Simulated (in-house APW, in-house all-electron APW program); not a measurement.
## A series in volume per atom on Cd

All-electron LAPW DFT of a crystal on the k mesh given, cartesian forces, stress positive in compression, open shells may miss their lowest state; pressure of the cell as given. The results are calculated, by in-house APW research code.

Cell of the first row (space group Fm-3m, No. 225):
```
CELL_PARAMETERS angstrom
0.00000 2.20610 2.20610
2.20610 0.00000 2.20610
2.20610 2.20610 0.00000
ATOMIC_POSITIONS crystal
Cd 0.00000 0.00000 0.00000
```

Settings of every row: k mesh 20x20x20; k shift 0x0x0; occupations Fermi-Dirac; smearing width 0.061226 eV; functional PBE; relativity Dirac cores; nucleus point; spin none.

Atom start moment: 0 on all atoms.

Limits: the cell comes from a prototype or a list of computed structures and needn't be the stable phase.

```csv
row,volume per atom (Å³),pressure (GPa)
1,21.473,3.04
2,22.387,0.81
3,22.843,?
4,23.3,-0.86
5,24.214,-2.1
```

Question: what pressure should row 3 give?

Worked fit of pressure. Take u = (V_r/V)^(2/3) − 1 with V_r = 22.843 Å³ an atom, which is twice the finite (Eulerian) strain; such expansions in the strain, on which the Birch-Murnaghan equation of state is built, carry the rest volume and the bulk modulus. The shown rows have u = 0.04209, 0.01353, -0.01312, -0.03811. Least squares give pressure = −0.086 + 62.98 × u + 267 × u² GPa; a straight line predicts inner rows, each left out in turn, worse (root mean square 0.27 against 0.013 GPa). The rows lie off it by 0.00, 0.00, 0.01, 0.00. The pressure vanishes at u = 0.0014, or V = 22.8 Å³ an atom, and there the bulk modulus at fixed shape and fractions is B = −V dP/dV = (2/3)(1 + u) dP/du = 42.5 GPa. The withheld row has u = 0, so the fit gives −0.086 + 62.98 × (0) + 267 × (0)² = -0.09 GPa.

The calculation gave -0.09 GPa. The fit meets it to the printed digit.
